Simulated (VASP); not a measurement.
# Ca (Cmce) in VASP: equation of state

How stiff is Ca in PBE, and what volume does it want? The cell is scaled to several volumes.

All numbers are computed with VASP 6.6.1; they aren't measurements. Logs are shortened: lines on timing, memory, paths and dates and some standing lists are left out, and cuts for length are marked.

## (1) The structure

It takes space group Cmce (No. 64, orthorhombic). Conventional cell: a = 6.926 Å, b = 7.339 Å, c = 7.009 Å, α = 90.00°, β = 90.00°, γ = 90.00°. Ca (site symmetry m) is surrounded by 7 Ca at 3.54 to 3.75 Å.

This isn't the form of Ca at room conditions, which is fcc.

## (2) Equation of state, PBE, 41.86 Å³/atom (volume scaled by 0.94)

Input file INCAR:

```
PREC     = Accurate       # precision mode
ENCUT    = 520            # plane-wave cutoff, eV
EDIFF    = 1E-7           # SCF threshold, eV
ISMEAR   = -1             # smearing method
SIGMA    = 0.05           # smearing width, eV
LREAL    = False          # projectors in reciprocal space
LASPH    = True           # aspherical terms in the spheres
NELM     = 80             # most SCF steps
ALGO     = Normal         # electronic algorithm
ISIF     = 2              # what is computed and relaxed
LWAVE    = False          # write WAVECAR
LCHARG   = False          # write CHGCAR
GGA      = PE             # functional
NBANDS   = 28             # bands
```

Input file KPOINTS:

```
Automatic mesh
0
Gamma
  5 5 4
```

Input file POSCAR:

```
Ca
1.0
    3.3922730947     -3.5945829092      0.0000000000
    3.3922730947      3.5945829092      0.0000000000
    0.0000000000      0.0000000000      6.8660362435
Ca
4
Direct
    0.6617894600      0.3382105400      0.3034858900
    0.3382105400      0.6617894600      0.6965141100
    0.8382105400      0.1617894600      0.8034858900
    0.1617894600      0.8382105400      0.1965141100
```

Potentials or basis: VASP PAW PBE potentials, release 64 (Ca_sv).

Started as:

```sh
> cat potpaw_PBE.64/Ca_sv/POTCAR > POTCAR
> mpirun -np 1 vasp_std > vasp.out
```

OUTCAR:

```text
PREC = Accurate
   ENCUT = 520
   EDIFF = 1E-7
   ISMEAR = -1
   LREAL = False
   LASPH = True
   NELM = 80
   ISIF = 2
   GGA = PE

 Found     27 irreducible k-points:

 Following reciprocal coordinates:
            Coordinates               Weight
  0.000000  0.000000  0.000000      1.000000
  0.200000  0.000000  0.000000      4.000000
  0.400000 -0.000000  0.000000      4.000000
  0.200000  0.200000  0.000000      2.000000
  0.400000  0.200000  0.000000      4.000000
 -0.400000  0.200000  0.000000      4.000000
   k-points           NKPTS =     27   k-points in BZ     NKDIM =     27   number of bands    NBANDS=     28
   number of dos      NEDOS =    301   number of ions     NIONS =      4
   total plane-waves  NPLWV =  86400
   dimension x,y,z NGX =    40 NGY =   40 NGZ =   54
   dimension x,y,z NGXF=    80 NGYF=   80 NGZF=  108
   ions per type =               4
   NGX,Y,Z   is equivalent  to a cutoff of  13.45, 13.45, 13.07 a.u.
   NGXF,Y,Z  is equivalent  to a cutoff of  26.91, 26.91, 26.15 a.u.
 SYSTEM =  unknown system
   PREC   = accura    normal or accurate (medium, high low for compatibility)
   ISTART =      0    job   : 0-new  1-cont  2-samecut
   ICHARG =      2    charge: 1-file 2-atom 10-const
   ISPIN  =      1    spin polarized calculation?
   LNONCOLLINEAR =      F non collinear calculations
   LSORBIT =      F    spin-orbit coupling
   LASPH  =      T    aspherical Exc in radial PAW
   ENCUT  =  520.0 eV  38.22 Ry    6.18 a.u.   9.19  9.19 12.77*2*pi/ulx,y,z
   NELM   =     80;   NELMIN=  2; NELMDL= -5     # of ELM steps
   EDIFF  = 0.1E-06   stopping-criterion for ELM
   LREAL  =      F    real-space projection
   EDIFFG = 0.1E-05   stopping-criterion for IOM
   NSW    =      0    number of steps for IOM
   IBRION =     -1    ionic relax: 0-MD 1-quasi-New 2-CG
   NFREE  =      0    steps in history (QN), initial steepest desc. (CG)
   ISIF   =      2    stress and relaxation
   ISYM   =      2    0-nonsym 1-usesym 2-fastsym
   POTIM  = 0.5000    time-step for ionic-motion
   TEBEG  =    0.0;   TEEND  =   0.0 temperature during run
   PSTRESS=    0.0 pullay stress
   NELECT =      40.0000    total number of electrons
   NUPDOWN=      -1.0000    fix difference up-down
   EMIN   =  10.00;   EMAX   =-10.00  energy-range for DOS
   EFERMI =   0.00;   METHOD = LEGACY
   ISMEAR =    -1;   SIGMA  =   0.05  broadening in eV -4-tet -1-fermi 0-gaus
   EFERMI_NEDOS =   21; number of points for ismear=-14 and -15
   IALGO  =     38    algorithm
   IMIX   =      4    mixing-type and parameters
     AMIX     =   0.40;   BMIX     =  1.00
     AMIX_MAG =   1.60;   BMIX_MAG =  1.00
  volume/ion in A,a.u.               =      41.86       282.50
  Fermi-wavevector in a.u.,A,eV,Ry     =   1.015788  1.919561 14.038832  1.031825
  Thomas-Fermi vector in A             =   2.149094
   LORBIT       =      0    0 simple, 1 ext, 2 COOP (PROOUT), +10 PAW based schemes
   GGA     = PE    functional components
   LHFCALC =     F    Hartree Fock is set to
   AEXX    =    0.0000 exact exchange contribution
   IVDW    =     0    specifies the selected vdW correction
   LEPSILON=     F    determine dielectric tensor
   LRPA    =     F    only Hartree local field effects (RPA)
 non-spin polarized calculation
  energy-cutoff  :      520.00
  volume of cell :      167.45
 maximum number of plane-waves:      4528
 NGX is ok and might be reduce to    40
   NGX = 19   NGY = 19   NGZ = 25

 number of electron      40.0000004 magnetization

 Free energy of the ion-electron system (eV)
  ---------------------------------------------------
  ext. energy  EPLUGINS =         0.00000000
  ---------------------------------------------------
  free energy    TOTEN  =        -6.63952491 eV

  energy without entropy =       -6.60469087  energy(sigma->0) =       -6.62210789

 E-fermi :   1.8932     XC(G=0):  -7.7418

 val. band max:        1.8832061321   @ k =  -0.4000   0.4000   0.0000
 cond. band min:       1.9018216569   @ k =  -0.4000   0.4000   0.2500
 fundamental gap:      0.0186155248
 Fermi energy:         1.8932043482

 k-point     1 :       0.0000    0.0000    0.0000
  band No.  band energies     occupation
      1     -40.1587      2.00000
      2     -40.1397      2.00000
      3     -40.1196      2.00000
      4     -40.1171      2.00000
      5     -21.2553      2.00000
      6     -21.2344      2.00000
[... 20 lines left out ...]
     27       3.9225      0.00000
     28       4.0420      0.00000

 k-point     2 :       0.2000    0.0000    0.0000
  band No.  band energies     occupation
      1     -40.1552      2.00000
      2     -40.1372      2.00000
      3     -40.1243      2.00000
      4     -40.1182      2.00000
      5     -21.2555      2.00000
      6     -21.2182      2.00000
[... 20 lines left out ...]
     27       3.9235      0.00000
     28       3.9485      0.00000

 k-point     3 :       0.4000   -0.0000    0.0000
  band No.  band energies     occupation
      1     -40.1460      2.00000
      2     -40.1344      2.00000
      3     -40.1309      2.00000
      4     -40.1235      2.00000
      5     -21.2437      2.00000
      6     -21.2172      2.00000
[... 20 lines left out ...]
     27       4.0040      0.00000
     28       4.0314      0.00000

 k-point     4 :       0.2000    0.2000    0.0000
  band No.  band energies     occupation
      1     -40.1513      2.00000
      2     -40.1328      2.00000
      3     -40.1268      2.00000
      4     -40.1239      2.00000
      5     -21.2581      2.00000
      6     -21.1908      2.00000
[... 20 lines left out ...]
     27       3.8098      0.00000
     28       3.9187      0.00000

 k-point     5 :       0.4000    0.2000    0.0000
  band No.  band energies     occupation
      1     -40.1433      2.00000
      2     -40.1359      2.00000
      3     -40.1294      2.00000
      4     -40.1260      2.00000
      5     -21.2512      2.00000
      6     -21.2071      2.00000
[... 20 lines left out ...]
     27       3.8901      0.00000
     28       3.9369      0.00000

 k-point     6 :      -0.4000    0.2000    0.0000
  band No.  band energies     occupation
      1     -40.1460      2.00000
      2     -40.1346      2.00000
      3     -40.1342      2.00000
      4     -40.1197      2.00000
      5     -21.2375      2.00000
      6     -21.2336      2.00000
[... 20 lines left out ...]
     27       3.8582      0.00000
     28       4.0410      0.00000

 [... further k-points ...]
[... 5 lines left out ...]
  --------------------------------------------------------------------------------------
  -------------------------------------------------------------------------------------
  Total        0.7402286      0.3819456      0.9322455      0.0000000      0.0000000      0.0000000
  in kB        7.0827357      3.6545732      8.9200131      0.0000000      0.0000000      0.0000000
  external PRESSURE =       6.5524407 kB  Pullay stress =       0.0000000 kB

 VOLUME and BASIS-vectors are now :
 -----------------------------------------------------------------------------
  energy-cutoff  :      520.00
  volume of cell :      167.45
      direct lattice vectors                 reciprocal lattice vectors
     3.392273095 -3.594582909  0.000000000     0.147393793 -0.139098197  0.000000000
     3.392273095  3.594582909  0.000000000     0.147393793  0.139098197  0.000000000
     0.000000000  0.000000000  6.866036243     0.000000000  0.000000000  0.145644439

 POSITION                                       TOTAL-FORCE (eV/Angst)
 -----------------------------------------------------------------------------------
      3.39227     -1.16313      2.08375         0.000000     -0.028435      0.000660
      3.39227      1.16313      4.78229         0.000000      0.028435     -0.000660
      3.39227     -2.43145      5.51676         0.000000      0.028435      0.000660
      3.39227      2.43145      1.34927         0.000000     -0.028435     -0.000660
 -----------------------------------------------------------------------------------
    total drift:                               -0.000000     -0.000000     -0.000000

  FREE ENERGIE OF THE ION-ELECTRON SYSTEM (eV)
  ---------------------------------------------------
  free  energy   TOTEN  =        -6.6395249134 eV

  energy  without entropy=       -6.6046908719  energy(sigma->0) =       -6.62210789
```

OSZICAR:

```text
N       E                     dE             d eps       ncg     rms          rms(c)
DAV:   1     0.394231968143E+03    0.39423E+03   -0.19761E+04  1528   0.130E+03
DAV:   2     0.187499879666E+02   -0.37548E+03   -0.37137E+03  1568   0.399E+02
DAV:   3    -0.429474616968E+01   -0.23045E+02   -0.22684E+02  2572   0.709E+01
DAV:   4    -0.658481390539E+01   -0.22901E+01   -0.22729E+01  2400   0.197E+01
DAV:   5    -0.668772513956E+01   -0.10291E+00   -0.10276E+00  2252   0.355E+00    0.454E+00
DAV:   6    -0.665106482705E+01    0.36660E-01   -0.81180E-02  2016   0.209E+00    0.268E+00
DAV:   7    -0.664069784119E+01    0.10367E-01   -0.69218E-02  1884   0.233E+00    0.211E-01
DAV:   8    -0.663934179978E+01    0.13560E-02   -0.91454E-03  1976   0.653E-01    0.115E-01
DAV:   9    -0.663949940541E+01   -0.15761E-03   -0.83176E-04  2400   0.128E-01    0.360E-02
DAV:  10    -0.663953844080E+01   -0.39035E-04   -0.16338E-04  1816   0.113E-01    0.528E-02
DAV:  11    -0.663952436828E+01    0.14073E-04   -0.38207E-05  1920   0.573E-02    0.555E-03
DAV:  12    -0.663952468883E+01   -0.32054E-06   -0.14400E-06  2188   0.676E-03    0.232E-03
DAV:  13    -0.663952509399E+01   -0.40516E-06   -0.82175E-08  1280   0.231E-03    0.415E-04
DAV:  14    -0.663952484751E+01    0.24648E-06   -0.26810E-08  1072   0.115E-03    0.122E-04
DAV:  15    -0.663952491337E+01   -0.65863E-07   -0.11143E-08  1068   0.705E-04
   1 F= -.66395249E+01 E0= -.66221079E+01  d E =-.348340E-01
```

stdout:

```text
POSCAR found type information on POSCAR Ca
 POSCAR found :  1 types and       4 ions
 scaLAPACK will be used
 LDA part: xc-table for (Slater+PW92), standard interpolation
 POSCAR, INCAR and KPOINTS ok, starting setup
 FFT: planning ... GRIDC
 FFT: planning ... GRID_SOFT
 FFT: planning ... GRID
 WAVECAR not read
 entering main loop
```

Wall time 78 s (1 thread of AMD EPYC 9R45 (Zen 5), shared host); peak memory 0.29 GiB.

Results:

```
Free energy            : -6.6395 eV
Pressure               : 0.7 GPa
Largest force          : 0.028 eV/Å
Band gap on the k mesh : none (metal or under the smearing width)
```

## (3) Equation of state, PBE, 42.75 Å³/atom (volume scaled by 0.96)

Input file INCAR:

```
SYSTEM = Ca
PREC = Accurate ; ENCUT = 520
EDIFF = 1E-7 ; ISMEAR = -1
SIGMA = 0.05 ; LREAL = .FALSE.
LASPH = .TRUE. ; NELM = 60
ALGO = Normal ; ISIF = 2
LWAVE = .FALSE. ; LCHARG = .FALSE.
GGA = PE ; NBANDS = 28
```

Input file KPOINTS:

```
regular mesh
0
G
  5 5 4
  0 0 0
```

Input file POSCAR:

```
Ca
1.0
    3.4161631289     -3.6198977074      0.0000000000
    3.4161631289      3.6198977074      0.0000000000
    0.0000000000      0.0000000000      6.9143902045
Ca
4
Direct
    0.6617894600      0.3382105400      0.3034858900
    0.3382105400      0.6617894600      0.6965141100
    0.8382105400      0.1617894600      0.8034858900
    0.1617894600      0.8382105400      0.1965141100
```

Potentials or basis: VASP PAW PBE potentials, release 64 (Ca_sv).

Started as:

```sh
> cat potpaw_PBE.64/Ca_sv/POTCAR > POTCAR
> mpirun -np 1 vasp_std > vasp.out
```

It took 80 s on 1 thread of AMD EPYC 9R45 (Zen 5), shared host; peak memory 0.29 GiB.

The run converged. Its results:

- Free energy: -6.6514 eV
- Pressure: 0.4 GPa
- Largest force: 0.028 eV/Å
- Band gap on the k mesh: none (metal or under the smearing width)

## (4) Equation of state, PBE, 43.64 Å³/atom (volume scaled by 0.98)

Input file INCAR:

```
SYSTEM = Ca
PREC = Accurate
ENCUT = 520
EDIFF = 1E-7
ISMEAR = -1
SIGMA = 0.05
LREAL = .False.
LASPH = .True.
NELM = 80
ALGO = Normal
ISIF = 2
LWAVE = .False.
LCHARG = .False.
GGA = PE
NBANDS = 28
```

Input file KPOINTS:

```
Automatic mesh
0
Gamma
  5 5 4
  0 0 0
```

Input file POSCAR:

```
Ca
1.0
    3.4397236192     -3.6448633081      0.0000000000
    3.4397236192      3.6448633081      0.0000000000
    0.0000000000      0.0000000000      6.9620771611
Ca
4
Direct
    0.6617894600      0.3382105400      0.3034858900
    0.3382105400      0.6617894600      0.6965141100
    0.8382105400      0.1617894600      0.8034858900
    0.1617894600      0.8382105400      0.1965141100
```

Potentials or basis: VASP PAW PBE potentials, release 64 (Ca_sv).

Started as:

```sh
> cat potpaw_PBE.64/Ca_sv/POTCAR > POTCAR
> mpirun -np 1 vasp_std > vasp.out
```

OUTCAR:

```text
SYSTEM = Ca
   PREC = Accurate
   ENCUT = 520
   EDIFF = 1E-7
   ISMEAR = -1
   LREAL = .False.
   LASPH = .True.
   NELM = 80
   ISIF = 2
   GGA = PE

 Found     27 irreducible k-points:

 Following reciprocal coordinates:
            Coordinates               Weight
  0.000000  0.000000  0.000000      1.000000
  0.200000  0.000000  0.000000      4.000000
  0.400000 -0.000000  0.000000      4.000000
  0.200000  0.200000  0.000000      2.000000
  0.400000  0.200000  0.000000      4.000000
 -0.400000  0.200000  0.000000      4.000000
[... 260 lines left out ...]
 [... further k-points ...]
[... 5 lines left out ...]
  --------------------------------------------------------------------------------------
  -------------------------------------------------------------------------------------
  Total        0.2410717     -0.2370310      0.2790866      0.0000000     -0.0000000      0.0000000
  in kB        2.2124996     -2.1754147      2.5613911      0.0000000     -0.0000000      0.0000000
  external PRESSURE =       0.8661587 kB  Pullay stress =       0.0000000 kB

 VOLUME and BASIS-vectors are now :
 -----------------------------------------------------------------------------
  energy-cutoff  :      520.00
  volume of cell :      174.57
      direct lattice vectors                 reciprocal lattice vectors
     3.439723619 -3.644863308  0.000000000     0.145360516 -0.137179356  0.000000000
     3.439723619  3.644863308  0.000000000     0.145360516  0.137179356  0.000000000
     0.000000000  0.000000000  6.962077161     0.000000000  0.000000000  0.143635294

 POSITION                                       TOTAL-FORCE (eV/Angst)
 -----------------------------------------------------------------------------------
      3.43972     -1.17940      2.11289         0.000000     -0.024261      0.020270
      3.43972      1.17940      4.84918         0.000000      0.024261     -0.020270
      3.43972     -2.46546      5.59393         0.000000      0.024261      0.020270
      3.43972      2.46546      1.36815         0.000000     -0.024261     -0.020270
 -----------------------------------------------------------------------------------
    total drift:                               -0.000000      0.000000     -0.000000

  FREE ENERGIE OF THE ION-ELECTRON SYSTEM (eV)
  ---------------------------------------------------
  free  energy   TOTEN  =        -6.6568694767 eV

  energy  without entropy=       -6.6205093501  energy(sigma->0) =       -6.63868941
```

It took 74 s on 1 thread of AMD EPYC 9R45 (Zen 5), shared host; peak memory 0.29 GiB.

Results:

- Free energy: -6.6569 eV
- Pressure: 0.1 GPa
- Largest force: 0.032 eV/Å
- Band gap on the k mesh: none (metal or under the smearing width)

## (5) Equation of state, PBE, 45.42 Å³/atom (volume scaled by 1.02)

INCAR: that of step 4 with these lines changed.

```diff
@@ -8,3 +8,3 @@
 LASPH = .True.
-NELM = 80
+NELM = 60
 ALGO = Normal
```

KPOINTS is that of step 4.

Input file POSCAR:

```
Ca
1.0
    3.4858999160     -3.6937934865      0.0000000000
    3.4858999160      3.6937934865      0.0000000000
    0.0000000000      0.0000000000      7.0555390137
Ca
4
Direct
    0.6617894600      0.3382105400      0.3034858900
    0.3382105400      0.6617894600      0.6965141100
    0.8382105400      0.1617894600      0.8034858900
    0.1617894600      0.8382105400      0.1965141100
```

Started as:

```sh
> cat potpaw_PBE.64/Ca_sv/POTCAR > POTCAR
> mpirun -np 1 vasp_std > vasp.out
```

Wall time 79 s (1 thread of AMD EPYC 9R45 (Zen 5), shared host); peak memory 0.29 GiB.

Results (log left out):

- Free energy: -6.6509 eV
- Pressure: -0.4 GPa
- Largest force: 0.042 eV/Å
- Band gap on the k mesh: none (metal or under the smearing width)

## (6) Equation of state, PBE, 46.31 Å³/atom (volume scaled by 1.04)

Input file INCAR:

```
PREC = Accurate ; ENCUT = 520
EDIFF = 1E-7 ; ISMEAR = -1
SIGMA = 0.05 ; LREAL = F
LASPH = T ; NELM = 60
ALGO = Normal ; ISIF = 2
LWAVE = F ; LCHARG = F
GGA = PE ; NBANDS = 28
```

Input file KPOINTS:

```
regular mesh
0
Gamma
  5 5 4
```

Input file POSCAR:

```
Ca
1.0
    3.5085362641     -3.7177798306      0.0000000000
    3.5085362641      3.7177798306      0.0000000000
    0.0000000000      0.0000000000      7.1013554859
Ca
4
Direct
    0.6617894600      0.3382105400      0.3034858900
    0.3382105400      0.6617894600      0.6965141100
    0.8382105400      0.1617894600      0.8034858900
    0.1617894600      0.8382105400      0.1965141100
```

Potentials or basis: VASP PAW PBE potentials, release 64 (Ca_sv).

Started as:

```sh
> cat potpaw_PBE.64/Ca_sv/POTCAR > POTCAR
> mpirun -np 1 vasp_std > vasp.out
```

Wall time 74 s (1 thread of AMD EPYC 9R45 (Zen 5), shared host); peak memory 0.3 GiB.

The run converged. Its results:

| Item | Value |
| --- | --- |
| Free energy | -6.6403 eV |
| Pressure | -0.6 GPa |
| Largest force | 0.047 eV/Å |
| Band gap on the k mesh | none (metal or under the smearing width) |

## (7) Equation of state, PBE, 47.21 Å³/atom (volume scaled by 1.06)

Input file INCAR:

```
ALGO     = Normal         # electronic algorithm
EDIFF    = 1E-7           # SCF threshold, eV
ENCUT    = 520            # plane-wave cutoff, eV
GGA      = PE             # functional
ISIF     = 2              # what is computed and relaxed
ISMEAR   = -1             # smearing method
LASPH    = T              # aspherical terms in the spheres
LCHARG   = F              # write CHGCAR
LREAL    = F              # projectors in reciprocal space
LWAVE    = F              # write WAVECAR
NBANDS   = 28             # bands
NELM     = 100            # most SCF steps
PREC     = Accurate       # precision mode
SIGMA    = 0.05           # smearing width, eV
```

Input file KPOINTS:

```
k-points
0
Gamma
  5 5 4
```

Input file POSCAR:

```
Ca
1.0
    3.5308842313     -3.7414605954      0.0000000000
    3.5308842313      3.7414605954      0.0000000000
    0.0000000000      0.0000000000      7.1465882690
Ca
4
Direct
    0.6617894600      0.3382105400      0.3034858900
    0.3382105400      0.6617894600      0.6965141100
    0.8382105400      0.1617894600      0.8034858900
    0.1617894600      0.8382105400      0.1965141100
```

Started as:

```sh
> cat potpaw_PBE.64/Ca_sv/POTCAR > POTCAR
> mpirun -np 1 vasp_std > vasp.out
```

It took 75 s on 1 thread of AMD EPYC 9R45 (Zen 5), shared host; peak memory 0.29 GiB.

Results (log left out):

* Free energy: -6.6252 eV
* Pressure: -0.8 GPa
* Largest force: 0.052 eV/Å
* Band gap on the k mesh: none (metal or under the smearing width)

## (8) Equation of state, PBE

This step only gathers the single runs of the series.

Results:

- Equilibrium volume: 44.03 Å³/atom
- Bulk modulus at fixed shape and positions: 12.5 GPa
- Pressure derivative of the bulk modulus: 3.2

Energy against volume, from the lowest point:
```
volume (Å³/atom)  energy (meV/atom)
          41.862               4.34
          42.752               1.38
          43.643               0.00
          44.534               0.08
          45.424               1.50
          46.315               4.14
          47.206               7.92
```

Caveat: the cell was scaled at fixed shape and fractional positions, which overstates the stiffness of a crystal with free parameters, most of all of layers and chains.
